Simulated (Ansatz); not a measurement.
MgSe under changes of volume

One of the cells (20.246 Å³/atom); the others are scaled copies at fixed shape and fractional positions:

```xyz
2
Lattice="0.0000 2.7255 2.7255 2.7255 0.0000 2.7255 2.7255 2.7255 0.0000" Properties=species:S:1:pos:R:3 pbc="T T T"
Se    2.7255    2.7255    2.7255
Mg    0.0000    0.0000    0.0000
```

```yaml
Program: Ansatz 0.2.0
Functional: SVWN5
Dispersion: D3(BJ)
Potentials_or_basis: Ansatz PAW
Cutoff: "420 eV (not typed: the program's choice for these potentials)"
k_mesh: 8 × 8 × 8
Occupations: fixed
Spin: no spin polarisation
```

| volume (Å³/atom) | energy over the lowest point (meV/atom) | pressure (GPa) | gap on the mesh (eV) |
| --- | --- | --- | --- |
| 19.031 | 0.00 | -1.3 | 1.76 |
| 19.436 | 5.16 | -2.7 | 1.73 |
| 19.841 | 13.75 | -4.0 | 1.70 |
| 20.246 | 25.40 | -5.2 | 1.66 |
| 20.651 | 39.81 | -6.2 | 1.63 |
| 21.056 | 56.67 | -7.1 | 1.60 |
| 21.461 | ? | ? | ? |

Question: What does the run at 21.461 Å³/atom give?

Answer: Energy over the lowest point 75.74 meV/atom; pressure -7.9 GPa; gap on the mesh 1.57 eV.

Worked out: A Birch-Murnaghan fit of order 3 (a polynomial in V^(-2/3)) to the other rows has its minimum at 18.70 Å³/atom, just outside them, with B0 = V·E''(V) = 77 GPa and B' = 4.1. It gives 75.74 meV/atom at 21.461 Å³/atom, against the run's 75.74, and -dE/dV = -7.9 GPa, against -7.9. A straight line through the other rows of the gap, of slope -1.61 eV per unit of ln V, extrapolates to 1.57 eV, against the run's 1.57.

Energies are extrapolated to zero smearing.

Caveats: the PAW data sets come from PBE, with cores solved anew for the run's functional, which leaves a small shift of forces and pressure; the dispersion damping was fitted for another functional or another form of the correction.

A mesh can miss the band edges. Spin-orbit coupling on Se is left out.
